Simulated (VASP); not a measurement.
CuO:

```
Cu O
1.0
     3.28802    0.00000    0.00000
    -1.64401    2.84751    0.00000
     0.00000    0.00000    5.38502
Cu O
2 2
Direct
  0.66667 0.33333 0.00000
  0.33333 0.66667 0.50000
  0.66667 0.33333 0.62520
  0.33333 0.66667 0.12520
```

Measurements of this composition are mostly on another form, of space group No. 15.

| Property | Result |
| --- | --- |
| Program | VASP 6.6.1 |
| Task | relaxation of cell and atoms |
| Functional | r2SCAN |
| Potentials or basis | VASP PAW PBE potentials, release 64 (Cu, O) |
| Cutoff | 600 eV |
| k mesh | 9 × 9 × 5 |
| Occupations | gaussian, width 0.05 eV |
| Spin | no spin polarisation |

At the start: pressure -14.3 GPa; volume 12.60 Å³/atom.

**Question.** How do energy, volume and symmetry change on relaxing?

**Answer.** Over 13 steps the energy falls by 78.1 meV/atom and the volume is 11.10 Å³/atom (-11.9 %); space group P6_3mc (No. 186, to 0.05 Å).

Step by step:
```tsv
step	energy change (eV)	largest force (eV/Å)	pressure (GPa)	volume (Å³)
1	0.0000	0.0550	-14.26	50.42
2	-0.2301	0.1677	8.38	42.67
3	-0.2818	0.1239	0.04	44.75
4	-0.2816	0.1257	0.40	44.64
5	-0.2872	0.1435	0.41	44.62
6	-0.3015	0.1823	0.34	44.53
7	-0.3086	0.0412	-0.12	44.30
8	-0.3108	0.1145	0.03	44.39
9	-0.3068	0.2292	0.08	44.38
10	-0.3124	0.0014	0.05	44.39
11	-0.3124	0.0030	0.02	44.39
12	-0.3124	0.0007	0.05	44.40
13	-0.3124	0.0010	0.04	44.41
```

Final structure:
```xyz
4
Lattice="3.0949 0.0000 0.0000 -1.5475 2.6803 0.0000 0.0000 0.0000 5.3541" Properties=species:S:1:pos:R:3 pbc="T T T"
Cu    1.5475    0.8934    5.3013
Cu    0.0000    1.7869    2.6243
O     1.5475    0.8934    3.4002
O     0.0000    1.7869    0.7231
```

Caveat: the PAW data sets were made with another functional, which shifts forces and pressure a little; the run has no spin polarisation, though such a crystal can be magnetic.
